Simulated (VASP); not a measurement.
# Co in VASP: single point with r2SCAN

Aim: the single point of Co with r2SCAN.

Program: VASP 6.6.1. These are calculated values, not measurements. Logs are shortened: lines on timing, memory, paths and dates and some standing lists are left out, and cuts for length are marked.

### 1 The structure

The cell holds a slab with vacuum, 6 atoms: a = 2.471 Å, b = 2.471 Å, c = 25.110 Å, α = 90.00°, β = 90.00°, γ = 120.00°.

The slab is cut from a database's or a generator's crystal, which needn't be the stable form of the element.

### 2 Single point, r2SCAN, collinear spin, antiferromagnetic start

File INCAR:

```
SYSTEM = Co
ALGO = Normal ; DIPOL = 0.5 0.5 0.500
EDIFF = 1E-6 ; ENCUT = 520
IDIPOL = 3 ; ISIF = 2
ISMEAR = -1 ; ISPIN = 2
LASPH = .True. ; LCHARG = .False.
LDIPOL = .True. ; LMAXMIX = 4
LMIXTAU = .True. ; LORBIT = 11
LREAL = .False. ; LWAVE = .False.
MAGMOM = 2 -2 2 -2 2 -2 ; METAGGA = R2SCAN
NBANDS = 40 ; NELM = 100
PREC = Accurate ; SIGMA = 0.05
```

File KPOINTS:

```
k-points
0
Gamma
  9 9 1
  0 0 0
```

File POSCAR:

```
Co
1.0
    2.4705617809      0.0000000000      0.0000000000
   -1.2352808904      2.1395692639      0.0000000000
    0.0000000000      0.0000000000     25.1102922500
Co
6
Direct
    0.6666666700      0.3333333400      0.2986823063
    0.0000000000      0.0000000000      0.3792093838
    0.3333333300      0.6666666600      0.4597364613
    0.0000000000      0.0000000000      0.5402635387
    0.6666666700      0.3333333400      0.6207906162
    0.0000000000      0.0000000000      0.7013176937
```

Potentials or basis: VASP PAW PBE potentials, release 64 (Co).

Started as:

```
> cat potpaw_PBE.64/Co/POTCAR > POTCAR
> mpirun -np 1 vasp_std > vasp.out
```

OUTCAR:

```text
SYSTEM = Co
   EDIFF = 1E-6
   ENCUT = 520
   ISIF = 2
   ISMEAR = -1
   ISPIN = 2
   LASPH = .True.
   LORBIT = 11
   LREAL = .False.
   METAGGA = R2SCAN
   NELM = 100
   PREC = Accurate

 ion  position               nearest neighbor table
   1  0.667  0.333  0.299-   2 2.47   2 2.47   2 2.47
   2  0.000  0.000  0.379-   3 2.47   1 2.47   3 2.47   1 2.47   3 2.47   1 2.47
   3  0.333  0.667  0.460-   4 2.47   2 2.47   4 2.47   4 2.47   2 2.47   2 2.47
   4  0.000  0.000  0.540-   3 2.47   5 2.47   3 2.47   3 2.47   5 2.47   5 2.47
   5  0.667  0.333  0.621-   4 2.47   6 2.47   4 2.47   6 2.47   4 2.47   6 2.47
   6  0.000  0.000  0.701-   5 2.47   5 2.47   5 2.47

  LATTYP: Found a hexagonal cell.
 ALAT       =     2.4705617809
 C/A-ratio  =    10.1637985515

  Lattice vectors:

 A1 = (   2.4705617809,   0.0000000000,   0.0000000000)
 A2 = (  -1.2352808904,   2.1395692639,   0.0000000000)
 A3 = (   0.0000000000,   0.0000000000,  25.1102922500)

Analysis of symmetry for initial positions (statically):
=====================================================================
 Subroutine PRICEL returns:
 Original cell was already a primitive cell.

 Routine SETGRP: Setting up the symmetry group for a
 hexagonal supercell.

 Subroutine GETGRP returns: Found  6 space group operations
 (whereof  6 operations were pure point group operations)
 out of a pool of 24 trial point group operations.

The static configuration has the point symmetry C_3v.

Analysis of symmetry for dynamics (positions and initial velocities):
=====================================================================
 Subroutine PRICEL returns:
 Original cell was already a primitive cell.

 Routine SETGRP: Setting up the symmetry group for a
 hexagonal supercell.

 Subroutine GETGRP returns: Found  6 space group operations
 (whereof  6 operations were pure point group operations)
 out of a pool of 24 trial point group operations.

The dynamic configuration has the point symmetry C_3v.

Analysis of structural, dynamic, and magnetic symmetry:
=====================================================================
 Subroutine PRICEL returns:
 Original cell was already a primitive cell.

 Routine SETGRP: Setting up the symmetry group for a
 hexagonal supercell.

 Subroutine GETGRP returns: Found  6 space group operations
 (whereof  6 operations were pure point group operations)
 out of a pool of 24 trial point group operations.

The overall configuration has the point symmetry C_3v.

 Subroutine INISYM returns: Found  6 space group operations
 (whereof  6 operations are pure point group operations),
 and found     1 'primitive' translations

----------------------------------------------------------------------------------------

                                     Primitive cell

  volume of cell :     132.7314

  direct lattice vectors                    reciprocal lattice vectors
     2.470561781  0.000000000  0.000000000     0.404766239  0.233691897  0.000000000
    -1.235280890  2.139569264  0.000000000     0.000000000  0.467383794  0.000000000
     0.000000000  0.000000000 25.110292250     0.000000000  0.000000000  0.039824308

  length of vectors
     2.470561781  2.470561781 25.110292250     0.467383794  0.467383794  0.039824308

  position of ions in fractional coordinates (direct lattice)
     0.666666670  0.333333340  0.298682306
     0.000000000  0.000000000  0.379209384
     0.333333330  0.666666660  0.459736461
     0.000000000  0.000000000  0.540263539
     0.666666670  0.333333340  0.620790616
     0.000000000  0.000000000  0.701317694

  ion indices of the primitive-cell ions
   primitive index   ion index
                 1           1
                 2           2
                 3           3
                 4           4
                 5           5
                 6           6

----------------------------------------------------------------------------------------

 KPOINTS: k-points

Automatic generation of k-mesh.
 Grid dimensions read from file:
 generate k-points for:    9    9    1

 Generating k-lattice:

  Cartesian coordinates                     Fractional coordinates (reciprocal lattice)
[... 36 lines left out ...]
   NGXF,Y,Z  is equivalent  to a cutoff of  24.22, 24.22, 25.42 a.u.
 SYSTEM =  Co
   PREC   = accura    normal or accurate (medium, high low for compatibility)
   ISTART =      0    job   : 0-new  1-cont  2-samecut
   ICHARG =      2    charge: 1-file 2-atom 10-const
   ISPIN  =      2    spin polarized calculation?
   LNONCOLLINEAR =      F non collinear calculations
   LSORBIT =      F    spin-orbit coupling
   LASPH  =      T    aspherical Exc in radial PAW
   ENCUT  =  520.0 eV  38.22 Ry    6.18 a.u.   4.59  4.59 46.69*2*pi/ulx,y,z
   NELM   =    100;   NELMIN=  2; NELMDL= -5     # of ELM steps
   EDIFF  = 0.1E-05   stopping-criterion for ELM
   LREAL  =      F    real-space projection
   EDIFFG = 0.1E-04   stopping-criterion for IOM
   NSW    =      0    number of steps for IOM
   IBRION =     -1    ionic relax: 0-MD 1-quasi-New 2-CG
   NFREE  =      0    steps in history (QN), initial steepest desc. (CG)
   ISIF   =      2    stress and relaxation
   ISYM   =      2    0-nonsym 1-usesym 2-fastsym
   POTIM  = 0.5000    time-step for ionic-motion
   TEBEG  =    0.0;   TEEND  =   0.0 temperature during run
   PSTRESS=    0.0 pullay stress
   NELECT =      54.0000    total number of electrons
   NUPDOWN=      -1.0000    fix difference up-down
   EMIN   =  10.00;   EMAX   =-10.00  energy-range for DOS
   EFERMI =   0.00;   METHOD = LEGACY
   ISMEAR =    -1;   SIGMA  =   0.05  broadening in eV -4-tet -1-fermi 0-gaus
   EFERMI_NEDOS =   21; number of points for ismear=-14 and -15
   IALGO  =     38    algorithm
   IMIX   =      4    mixing-type and parameters
     AMIX     =   0.40;   BMIX     =  1.00
     AMIX_MAG =   1.60;   BMIX_MAG =  1.00
  volume/ion in A,a.u.               =      22.12       149.29
  Fermi-wavevector in a.u.,A,eV,Ry     =   1.213058  2.292347 20.021096  1.471509
  Thomas-Fermi vector in A             =   2.348522
   LORBIT       =     11    0 simple, 1 ext, 2 COOP (PROOUT), +10 PAW based schemes
   METAGGA = R2SCAN    functional components
   LHFCALC =     F    Hartree Fock is set to
   AEXX    =    0.0000 exact exchange contribution
   IVDW    =     0    specifies the selected vdW correction
   LEPSILON=     F    determine dielectric tensor
   LRPA    =     F    only Hartree local field effects (RPA)
 spin polarized calculation
  energy-cutoff  :      520.00
  volume of cell :      132.73
 maximum number of plane-waves:      3618
   NGX =  9   NGY =  9   NGZ = 93

 number of electron      53.9999996 magnetization      -0.0453015

 dipolmoment           0.000000      0.000000     -0.000181 electrons x Angstroem

 number of electron      53.9999990 magnetization       0.0632006

 dipolmoment           0.000000      0.000000      0.000663 electrons x Angstroem

 Free energy of the ion-electron system (eV)
  ---------------------------------------------------
  ext. energy  EPLUGINS =         0.00000000
  ---------------------------------------------------
  free energy    TOTEN  =       -76.04814157 eV

  energy without entropy =      -75.99996002  energy(sigma->0) =      -76.02405080

 E-fermi :   2.4608     XC(G=0):  -7.8207

 val. band max:        2.4582874366   @ k =   0.3333   0.1111   0.0000
 cond. band min:       2.4679575548   @ k =   0.2222   0.0000   0.0000
 fundamental gap:      0.0096701182
 Fermi energy:         2.4608442833

 spin component 1

 k-point     1 :       0.0000    0.0000    0.0000
  band No.  band energies     occupation
      1      -7.0385      1.00000
      2      -6.3373      1.00000
      3      -5.2326      1.00000
      4      -4.0069      1.00000
      5      -3.2036      1.00000
      6      -2.9427      1.00000
[... 493 lines left out ...]
     38       9.4178      0.00000
     39       9.6982      0.00000
 Fermi energy:         2.4608442833

 spin component 2

 k-point     1 :       0.0000    0.0000    0.0000
  band No.  band energies     occupation
      1      -7.0330      1.00000
      2      -6.3344      1.00000
      3      -5.2285      1.00000
      4      -3.9991      1.00000
      5      -3.1944      1.00000
      6      -2.9282      1.00000
[... 493 lines left out ...]
     38       9.2599      0.00000
     39       9.5359      0.00000
 [bands above 39 left out]

------------------------ aborting loop because EDIFF is reached ----------------------------------------

 vacuum level on the upper side and lower side of the slab       (xc-potential included)        -0.023        -0.047

  FORCE on cell =-STRESS in cart. coord.  units (eV):
  Direction    XX          YY          ZZ          XY          YZ          ZX
  --------------------------------------------------------------------------------------
  -------------------------------------------------------------------------------------
  Total       -2.6669583     -2.6669583      7.0570735     -0.0000000      0.0000000     -0.0000000
  in kB      -32.1923714    -32.1923714     85.1846590     -0.0000000      0.0000000     -0.0000000
  external PRESSURE =       6.9333054 kB  Pullay stress =       0.0000000 kB

 VOLUME and BASIS-vectors are now :
 -----------------------------------------------------------------------------
  energy-cutoff  :      520.00
  volume of cell :      132.73
      direct lattice vectors                 reciprocal lattice vectors
     2.470561781  0.000000000  0.000000000     0.404766239  0.233691897  0.000000000
    -1.235280890  2.139569264  0.000000000     0.000000000  0.467383794  0.000000000
     0.000000000  0.000000000 25.110292250     0.000000000  0.000000000  0.039824308

 POSITION                                       TOTAL-FORCE (eV/Angst)
 -----------------------------------------------------------------------------------
      1.23528      0.71319      7.50000         0.000000      0.000000     -0.627686
      0.00000      0.00000      9.52206         0.000000     -0.000000     -0.125105
      0.00000      1.42638     11.54412        -0.000000      0.000000      0.041802
      0.00000      0.00000     13.56618         0.000000     -0.000000     -0.046223
      1.23528      0.71319     15.58823         0.000000      0.000000      0.138056
      0.00000      0.00000     17.61029         0.000000     -0.000000      0.619157
 -----------------------------------------------------------------------------------
    total drift:                                0.000000      0.000000     -0.000490

  FREE ENERGIE OF THE ION-ELECTRON SYSTEM (eV)
  ---------------------------------------------------
  free  energy   TOTEN  =       -76.0481415690 eV

  energy  without entropy=      -75.9999600218  energy(sigma->0) =      -76.02405080

 vacuum level on the upper side and lower side of the slab         7.721         7.698

 total charge

# of ion       s       p       d       tot
------------------------------------------
    1        0.508   0.449   7.201   8.158
    2        0.518   0.586   7.215   8.318
    3        0.521   0.589   7.219   8.330
    4        0.522   0.587   7.223   8.332
    5        0.517   0.588   7.211   8.316
    6        0.507   0.448   7.205   8.160
--------------------------------------------------
tot          3.094   3.247  43.274  49.614

 magnetization (x)

# of ion       s       p       d       tot
------------------------------------------
    1       -0.019  -0.062   1.885   1.804
    2       -0.013  -0.025  -1.789  -1.827
    3        0.004   0.012   1.708   1.724
    4       -0.004  -0.009  -1.688  -1.701
    5        0.013   0.026   1.802   1.841
    6        0.020   0.062  -1.865  -1.782
--------------------------------------------------
tot          0.001   0.005   0.053   0.059
```

Wall time 20 min (1 thread of AMD EPYC 9R45 (Zen 5), shared host); peak memory 0.34 GiB.

Results:

```
Free energy                                           : -76.0481 eV
Largest force                                         : 0.628 eV/Å
Band gap on the k mesh                                : none (metal or under the smearing width)
Net moment                                            : 0.06 μB per cell
Site moments                                          : Co +1.80, -1.83, +1.72, -1.70, +1.84, -1.78 μB
Valence electrons inside the program's atomic spheres : Co 8.16, 8.32, 8.33
```

Forces in eV/Å, atoms in the order of the input:
```
Co   0.000  0.000 -0.628
Co   0.000  0.000 -0.125
Co   0.000  0.000  0.042
Co   0.000  0.000 -0.046
Co   0.000  0.000  0.138
Co   0.000  0.000  0.619
```

Caveat: the PAW data sets were made with another functional, which shifts forces and pressure a little.
